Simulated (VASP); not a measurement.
# WC (P-6m2) in VASP: notebook

Runs on WC. Level: LDA. Tasks: relaxation of cell and atoms.

All numbers are computed with VASP 6.6.1; they aren't measurements. Logs are shortened: lines on timing, memory, paths and dates and some standing lists are left out, and cuts for length are marked.

## Step 1: The crystal as given

The structure is hexagonal, space group P-6m2 (No. 187). The conventional cell has a = 2.907 Å, b = 2.907 Å, c = 2.837 Å, α = 90.00°, β = 90.00°, γ = 120.00°. W (site symmetry -6m2) is surrounded by 6 C at 2.20 Å. C (site symmetry -6m2) has 6 W at 2.20 Å as nearest neighbours.

## Step 2: Relaxation of cell and atoms, LDA

The input, INCAR:

```
PREC     = Accurate       # precision mode
ENCUT    = 520            # plane-wave cutoff, eV
EDIFF    = 1E-7           # SCF threshold, eV
ISMEAR   = 0              # smearing method
SIGMA    = 0.1            # smearing width, eV
LREAL    = F              # projectors in reciprocal space
LASPH    = T              # aspherical terms in the spheres
NELM     = 80             # most SCF steps
ALGO     = Normal         # electronic algorithm
ISIF     = 3              # what is computed and relaxed
LWAVE    = F              # write WAVECAR
LCHARG   = F              # write CHGCAR
IBRION   = 2              # ionic algorithm
NSW      = 80             # ionic steps
EDIFFG   = -0.002         # ionic threshold
```

The input, KPOINTS:

```
Automatic mesh
0
Gamma
  18 18 14
```

The input, POSCAR:

```
WC
1.0
    2.9065000000      0.0000000000      0.0000000000
   -1.4532500000      2.5171028400      0.0000000000
    0.0000000000      0.0000000000      2.8366000000
W C
1 1
Direct
    0.0000000000      0.0000000000      0.0000000000
    0.6666666700      0.3333333300      0.5000000000
```

Potentials or basis: VASP PAW LDA potentials, release 64 (W_sv, C).

Started as:

```sh
> cat potpaw_LDA.64/W_sv/POTCAR potpaw_LDA.64/C/POTCAR > POTCAR
> mpirun -np 1 vasp_std > vasp.out
```

OUTCAR:

```text
PREC = Accurate
   ENCUT = 520
   EDIFF = 1E-7
   ISMEAR = 0
   LREAL = F
   LASPH = T
   NELM = 80
   ISIF = 3
   IBRION = 2
   NSW = 80
   EDIFFG = -0.002

 ion  position               nearest neighbor table
   1  0.000  0.000  0.000-   2 2.20   2 2.20   2 2.20   2 2.20   2 2.20   2 2.20
   2  0.667  0.333  0.500-   1 2.20   1 2.20   1 2.20   1 2.20   1 2.20   1 2.20

  LATTYP: Found a hexagonal cell.
 ALAT       =     2.9065000000
 C/A-ratio  =     0.9759504559

  Lattice vectors:

 A1 = (   2.9065000000,   0.0000000000,   0.0000000000)
 A2 = (  -1.4532500000,   2.5171028400,   0.0000000000)
 A3 = (   0.0000000000,   0.0000000000,   2.8366000000)

Analysis of symmetry for initial positions (statically):
=====================================================================
 Subroutine PRICEL returns:
 Original cell was already a primitive cell.

 Routine SETGRP: Setting up the symmetry group for a
 hexagonal supercell.

 Subroutine GETGRP returns: Found 12 space group operations
 (whereof 12 operations were pure point group operations)
 out of a pool of 24 trial point group operations.

The static configuration has the point symmetry D_3h.

Analysis of symmetry for dynamics (positions and initial velocities):
=====================================================================
 Subroutine PRICEL returns:
 Original cell was already a primitive cell.

 Routine SETGRP: Setting up the symmetry group for a
 hexagonal supercell.

 Subroutine GETGRP returns: Found 12 space group operations
 (whereof 12 operations were pure point group operations)
 out of a pool of 24 trial point group operations.

The dynamic configuration has the point symmetry D_3h.

 Subroutine INISYM returns: Found 12 space group operations
 (whereof 12 operations are pure point group operations),
 and found     1 'primitive' translations

----------------------------------------------------------------------------------------

                                     Primitive cell

  volume of cell :      20.7525

  direct lattice vectors                    reciprocal lattice vectors
     2.906500000  0.000000000  0.000000000     0.344056425  0.198641069  0.000000000
    -1.453250000  2.517102840  0.000000000     0.000000000  0.397282139  0.000000000
     0.000000000  0.000000000  2.836600000     0.000000000  0.000000000  0.352534725

  length of vectors
     2.906500000  2.906500003  2.836600000     0.397282139  0.397282139  0.352534725

  position of ions in fractional coordinates (direct lattice)
     0.000000000  0.000000000  0.000000000
     0.666666670  0.333333330  0.500000000

  ion indices of the primitive-cell ions
   primitive index   ion index
                 1           1
                 2           2

----------------------------------------------------------------------------------------

 KPOINTS: Automatic mesh

Automatic generation of k-mesh.
 Grid dimensions read from file:
 generate k-points for:   18   18   14

 Generating k-lattice:

  Cartesian coordinates                     Fractional coordinates (reciprocal lattice)
     0.019114246  0.011035615  0.000000000     0.055555556  0.000000000  0.000000000
     0.000000000  0.022071230  0.000000000     0.000000000  0.055555556  0.000000000
     0.000000000  0.000000000  0.025181052     0.000000000  0.000000000  0.071428571

  Length of vectors
     0.022071230  0.022071230  0.025181052

  Shift w.r.t. Gamma in fractional coordinates (k-lattice)
     0.000000000  0.000000000  0.000000000

 Subroutine IBZKPT returns following result:
 ===========================================

 Found    296 irreducible k-points:

 Following reciprocal coordinates:
            Coordinates               Weight
  0.000000  0.000000  0.000000      1.000000
  0.055556  0.000000  0.000000      6.000000
  0.111111  0.000000  0.000000      6.000000
  0.166667  0.000000  0.000000      6.000000
  0.222222  0.000000  0.000000      6.000000
  0.277778  0.000000  0.000000      6.000000
[... 16 lines left out ...]
  0.333333  0.111111  0.000000     12.000000
  0.388889  0.111111  0.000000     12.000000
 [... further k-points ...]
   k-points           NKPTS =    296   k-points in BZ     NKDIM =    296   number of bands    NBANDS=     13
   number of dos      NEDOS =    301   number of ions     NIONS =      2
   total plane-waves  NPLWV =  13824
   dimension x,y,z NGX =    24 NGY =   24 NGZ =   24
   dimension x,y,z NGXF=    48 NGYF=   48 NGZF=   48
   ions per type =               1   1
   NGX,Y,Z   is equivalent  to a cutoff of  13.73, 13.73, 14.07 a.u.
   NGXF,Y,Z  is equivalent  to a cutoff of  27.46, 27.46, 28.13 a.u.
 SYSTEM =  unknown system
   PREC   = accura    normal or accurate (medium, high low for compatibility)
   ISTART =      0    job   : 0-new  1-cont  2-samecut
   ICHARG =      2    charge: 1-file 2-atom 10-const
   ISPIN  =      1    spin polarized calculation?
   LNONCOLLINEAR =      F non collinear calculations
   LSORBIT =      F    spin-orbit coupling
   LASPH  =      T    aspherical Exc in radial PAW
   ENCUT  =  520.0 eV  38.22 Ry    6.18 a.u.   5.40  5.40  5.27*2*pi/ulx,y,z
   NELM   =     80;   NELMIN=  2; NELMDL= -5     # of ELM steps
   EDIFF  = 0.1E-06   stopping-criterion for ELM
   LREAL  =      F    real-space projection
   EDIFFG = -.2E-02   stopping-criterion for IOM
   NSW    =     80    number of steps for IOM
   IBRION =      2    ionic relax: 0-MD 1-quasi-New 2-CG
   NFREE  =      1    steps in history (QN), initial steepest desc. (CG)
   ISIF   =      3    stress and relaxation
   ISYM   =      2    0-nonsym 1-usesym 2-fastsym
   POTIM  = 0.5000    time-step for ionic-motion
   TEBEG  =    0.0;   TEEND  =   0.0 temperature during run
   PSTRESS=    0.0 pullay stress
   NELECT =      18.0000    total number of electrons
   NUPDOWN=      -1.0000    fix difference up-down
   EMIN   =  10.00;   EMAX   =-10.00  energy-range for DOS
   EFERMI =   0.00;   METHOD = LEGACY
   ISMEAR =     0;   SIGMA  =   0.10  broadening in eV -4-tet -1-fermi 0-gaus
   EFERMI_NEDOS =   21; number of points for ismear=-14 and -15
   IALGO  =     38    algorithm
   IMIX   =      4    mixing-type and parameters
     AMIX     =   0.40;   BMIX     =  1.00
     AMIX_MAG =   1.60;   BMIX_MAG =  1.00
  volume/ion in A,a.u.               =      10.38        70.02
  Fermi-wavevector in a.u.,A,eV,Ry     =   1.561262  2.950358 33.164744  2.437540
  Thomas-Fermi vector in A             =   2.664353
   LORBIT       =      0    0 simple, 1 ext, 2 COOP (PROOUT), +10 PAW based schemes
   GGA     = CA    functional components
   LHFCALC =     F    Hartree Fock is set to
   AEXX    =    0.0000 exact exchange contribution
   IVDW    =     0    specifies the selected vdW correction
   LEPSILON=     F    determine dielectric tensor
   LRPA    =     F    only Hartree local field effects (RPA)
 conjugate gradient relaxation of ions
 non-spin polarized calculation
 Gauss-broadening in eV      SIGMA  =   0.10
  energy-cutoff  :      520.00
  volume of cell :       20.75
 maximum number of plane-waves:       580
 NGX is ok and might be reduce to    24
   NGX = 11   NGY = 11   NGZ = 11

--------------------------------------- Ionic step        1  -------------------------------------------

 number of electron      18.0000000 magnetization

 Free energy of the ion-electron system (eV)
  ---------------------------------------------------
  ext. energy  EPLUGINS =         0.00000000
  ---------------------------------------------------
  free energy    TOTEN  =       -24.69278381 eV

  energy without entropy =      -24.69152505  energy(sigma->0) =      -24.69215443

------------------------ aborting loop because EDIFF is reached ----------------------------------------

  FORCE on cell =-STRESS in cart. coord.  units (eV):
  Direction    XX          YY          ZZ          XY          YZ          ZX
  --------------------------------------------------------------------------------------
  -------------------------------------------------------------------------------------
  Total       -0.8889859     -0.8889859     -1.0883125      0.0000000     -0.0000000      0.0000000
  in kB      -68.6334879    -68.6334881    -84.0223516      0.0000000     -0.0000000      0.0000000
  external PRESSURE =     -73.7631092 kB  Pullay stress =       0.0000000 kB
[... 89 lines left out ...]
  FREE ENERGIE OF THE ION-ELECTRON SYSTEM (eV)
  ---------------------------------------------------
  free  energy   TOTEN  =       -24.7014502521 eV

  energy  without entropy=      -24.7002184419  energy(sigma->0) =      -24.70083435

[... ionic steps 4 to 13 ...]

--------------------------------------- Ionic step       14  -------------------------------------------

 number of electron      18.0000001 magnetization

------------------------ aborting loop because EDIFF is reached ----------------------------------------
[... 67 lines left out ...]
--------------------------------------- Ionic step       16  -------------------------------------------

 number of electron      18.0000001 magnetization

 Free energy of the ion-electron system (eV)
  ---------------------------------------------------
  ext. energy  EPLUGINS =         0.00000000
  ---------------------------------------------------
  free energy    TOTEN  =       -24.70147231 eV

  energy without entropy =      -24.70024950  energy(sigma->0) =      -24.70086090

 E-fermi :  11.2612     XC(G=0): -14.0771

 val. band max:       11.2350629443   @ k =   0.5000   0.0000   0.3571
 cond. band min:      11.2621030259   @ k =   0.4444   0.0000   0.4286
 fundamental gap:      0.0270400816
 Fermi energy:        11.2612298032

 k-point     1 :       0.0000    0.0000    0.0000
  band No.  band energies     occupation
      1     -62.2547      2.00000
      2     -26.4962      2.00000
      3     -26.3873      2.00000
      4     -26.3873      2.00000
      5      -3.1656      2.00000
      6       6.8226      2.00000
      7       7.8319      2.00000
      8       7.8319      2.00000
      9      11.3771      0.10118
     10      14.5151      0.00000
     11      14.5151      0.00000
     12      16.9535      0.00000
     13      16.9535      0.00000
[... 354 lines left out ...]
  band No.  band energies     occupation
      1     -62.1891      2.00000
      2     -27.2150      2.00000
      3     -26.6539      2.00000
      4     -26.3743      2.00000
      5       0.2976      2.00000
      6       4.3540      2.00000
      7       7.5753      2.00000
      8       7.6577      2.00000
      9      10.7611      2.00000
     10      13.0674      0.00000
     11      14.8714      0.00000
     12      16.1547      0.00000
     13      18.8707      0.00000

 [... further k-points ...]

------------------------ aborting loop because EDIFF is reached ----------------------------------------

  FORCE on cell =-STRESS in cart. coord.  units (eV):
  Direction    XX          YY          ZZ          XY          YZ          ZX
  --------------------------------------------------------------------------------------
  -------------------------------------------------------------------------------------
  Total        0.0009329      0.0009329     -0.0031044      0.0000000     -0.0000000     -0.0000000
  in kB        0.0733364      0.0733364     -0.2440349      0.0000000     -0.0000000     -0.0000000
  external PRESSURE =      -0.0324540 kB  Pullay stress =       0.0000000 kB
[... 17 lines left out ...]
  FREE ENERGIE OF THE ION-ELECTRON SYSTEM (eV)
  ---------------------------------------------------
  free  energy   TOTEN  =       -24.7014723050 eV

  energy  without entropy=      -24.7002494959  energy(sigma->0) =      -24.70086090

 reached required accuracy - stopping structural energy minimisation
```

It took 3.2 min on 1 thread of Intel Xeon Platinum 8375C at 2.90GHz (Ice Lake), shared host; peak memory 0.22 GiB.

Results:

```yaml
Free_energy: -24.7015 eV
Relaxed_volume: 10.19 Å³/atom
Relaxed_cell: a = 2.890 Å, b = 2.890 Å, c = 2.819 Å, α = 90.00°, β = 90.00°, γ = 120.00°
Space_group_after_relaxing_to_0.05_Å: P-6m2 (No. 187)
Energy_gained_by_relaxing: 4.3 meV/atom
Ionic_steps: 16
Pressure_after_relaxing: 0.0 GPa
Band_gap_on_the_k_mesh: none (metal or under the smearing width)
```

Step by step:
| step | energy change (eV) | largest force (eV/Å) | pressure (GPa) | volume (Å³) |
| --- | --- | --- | --- | --- |
| 1 | 0.0000 | 0.0000 | -7.38 | 20.75 |
| 2 | 0.0689 | 0.0000 | 24.77 | 19.35 |
| 3 | -0.0087 | 0.0000 | -0.20 | 20.39 |
| 4 | -0.0087 | 0.0000 | -0.04 | 20.39 |
| 5 | -0.0087 | 0.0000 | 0.11 | 20.38 |
| 6 | -0.0087 | 0.0000 | -0.32 | 20.40 |
| 7 | -0.0087 | 0.0000 | -0.07 | 20.39 |
| 8 | -0.0087 | 0.0000 | -0.07 | 20.39 |
| 9 | -0.0087 | 0.0000 | -0.07 | 20.38 |
| 10 | -0.0087 | 0.0000 | 0.11 | 20.38 |
| 11 | -0.0087 | 0.0000 | 0.02 | 20.38 |
| 12 | -0.0087 | 0.0000 | 0.02 | 20.38 |
| 13 | -0.0087 | 0.0000 | -0.02 | 20.38 |
| 14 | -0.0087 | 0.0000 | 0.00 | 20.38 |
| 15 | -0.0087 | 0.0000 | 0.00 | 20.38 |
| 16 | -0.0087 | 0.0000 | 0.00 | 20.38 |

Final structure:
```
W C
1.0
     2.88953    0.00000    0.00000
    -1.44476    2.50240    0.00000
     0.00000    0.00000    2.81874
W C
1 1
Direct
  0.00000 0.00000 0.00000
  0.66667 0.33333 0.50000
```

Spin-orbit coupling is left out, which matters for the levels of W. Zero-point motion and thermal expansion aren't in these numbers.

## Step 3: Relaxation of cell and atoms, LDA

This run uses another cell than the first one, of 10.19 Å³/atom, 0.982 times its volume.

INCAR is that of step 2.

KPOINTS is that of step 2.

The input, POSCAR:

```
WC                                      
1.0
    2.8895270419      0.0000000000      0.0000000000
   -1.4447635209      2.5024038270     -0.0000000000
   -0.0000000000     -0.0000000000      2.8187445988
  W               C             
     1     1
Direct
     1.0000000000000000    1.0000000000000000    0.0000000000000000
     0.6666666699999979    0.3333333300000021    0.5000000000000000
```

Potentials or basis: VASP PAW LDA potentials, release 64 (W_sv, C).

Started as:

```sh
> cat potpaw_LDA.64/W_sv/POTCAR potpaw_LDA.64/C/POTCAR > POTCAR
> mpirun -np 1 vasp_std > vasp.out
```

It took 30 s on 1 thread of Intel Xeon Platinum 8375C at 2.90GHz (Ice Lake), shared host; peak memory 0.2 GiB.

Results (log left out):

```yaml
Free_energy: -24.7012 eV
Pressure_after_relaxing: 0.0 GPa
Band_gap_on_the_k_mesh: none (metal or under the smearing width)
```

Final structure:
```
CELL_PARAMETERS angstrom
2.88953 0.00000 0.00000
-1.44476 2.50240 0.00000
0.00000 0.00000 2.81874
ATOMIC_POSITIONS crystal
W 0.00000 0.00000 0.00000
C 0.66667 0.33333 0.50000
```

Levels at points of the mesh, in eV from the Fermi level:
| k point | band 7 | band 8 | band 9 | band 10 | band 11 | band 12 |
| --- | --- | --- | --- | --- | --- | --- |
| (0.00, 0.00, 0.00) | -3.43 | -3.43 | 0.12 | 3.25 | 3.25 | 5.69 |
| (0.50, 0.00, 0.00) | -3.71 | -3.67 | -0.45 | 2.34 | 4.59 | 4.97 |
| (0.00, 0.00, 0.50) | -2.09 | -2.09 | -0.65 | -0.65 | 3.72 | 4.53 |
| (0.50, 0.00, 0.50) | -4.43 | -4.16 | 0.37 | 4.50 | 5.41 | 6.84 |

Caveat: the relaxation stopped at its first step, so nothing moved.
